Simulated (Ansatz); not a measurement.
What does Ansatz print for the nuclei with this input?

The cell is a computed structure from the Materials Project (it need not be an observed phase).

```yaml
crystal:
  lattice:
    - [4.7930512577, 0.0, 0.0]
    - [-2.3965256288, 4.1509041508, 0.0]
    - [0.0, 0.0, 8.96664666]
  atoms:
    - { symbol: Al, position: [0.3333333333, 0.6666666667, 0.96281672] }
    - { symbol: Al, position: [0.3333333333, 0.6666666667, 0.25] }
    - { symbol: Al, position: [0.0, 0.0, 0.0] }
    - { symbol: Al, position: [0.0, 0.0, 0.5] }
    - { symbol: Al, position: [0.3333333333, 0.6666666667, 0.53718328] }
    - { symbol: Al, position: [0.6666666667, 0.3333333333, 0.03718328] }
    - { symbol: Al, position: [0.6666666667, 0.3333333333, 0.75] }
    - { symbol: Al, position: [0.6666666667, 0.3333333333, 0.46281672] }
    - { symbol: O, position: [0.0318230633, 0.6766458267, 0.11195982] }
    - { symbol: O, position: [0.9681769367, 0.6448227633, 0.61195982] }
    - { symbol: O, position: [0.0318230633, 0.3551772367, 0.38804018] }
    - { symbol: O, position: [0.9681769367, 0.3233541733, 0.88804018] }
    - { symbol: O, position: [0.3233541733, 0.3551772367, 0.11195982] }
    - { symbol: O, position: [0.3551772367, 0.3233541733, 0.61195982] }
    - { symbol: O, position: [0.3233541733, 0.9681769367, 0.38804018] }
    - { symbol: O, position: [0.3551772367, 0.0318230633, 0.88804018] }
    - { symbol: O, position: [0.6448227633, 0.6766458267, 0.38804018] }
    - { symbol: O, position: [0.6766458267, 0.6448227633, 0.88804018] }
    - { symbol: O, position: [0.6448227633, 0.9681769367, 0.11195982] }
    - { symbol: O, position: [0.6766458267, 0.0318230633, 0.61195982] }
kpoints:
  mp_grid: { grid: [6, 6, 3] }
scf:
  occupations: { method: fermi_dirac, width: 0.02 }
hamiltonian:
  xc: r2scan
  pseudopotentials: { kind: paw }
output:
  forces: true
  stress: true
  populations: true
  efg:
    quadrupole_moments_barn: { Al: 0.1466, O: -0.02558 }
    contact_densities: true
```

```sh
ansatz run input.yaml --threads 1 --pin off --max-ram 2560MiB --backend cpu --events-out ev --progress --plain --runs-dir out
```

Of the output, the block on the nuclei alone is shown; the set-up, the SCF iterations, energies, forces and stress are cut. One atom of each set with nearly equal values is shown.

```
--- PAW observables at the nuclei: V_zz in 10²¹ V/m², potentials from the cell's mean, atoms counted from 1 ---
  atom   1  Al V_zz =    +1.746297   η = 0.0000   by run symmetry: allowed   C_q = +6.1902 MHz
            electrostatic potential = -1230.350583 V   contact ρ = 10061.181894 e/Å³
  atom   2  Al V_zz =    -0.885667   η = 0.0000   by run symmetry: allowed   C_q = -3.1395 MHz
            electrostatic potential = -1229.652051 V   contact ρ = 10059.918056 e/Å³
  atom   3  Al V_zz =    +0.437374   η = 0.0000   by run symmetry: allowed   C_q = +1.5504 MHz
            electrostatic potential = -1229.921875 V   contact ρ = 10060.320409 e/Å³
  atom   9  O  V_zz =    -3.172950   η = 0.7209   by run symmetry: allowed   C_q = +1.9625 MHz
            electrostatic potential = -624.687017 V   contact ρ = 2149.380519 e/Å³
```

Hardware: 1 thread of Arm Neoverse V1 (aarch64; 28 cores open to the job, memory cap 2.5 GiB, no GPU), a shared host with a load of 0.9 a core. Wall time 48 s, CPU time 47 s, peak memory 0.87 GiB.

With these PAW files V_zz is typically within 2 to 3 % of all-electron values, but misses above 10 % occur on Al.
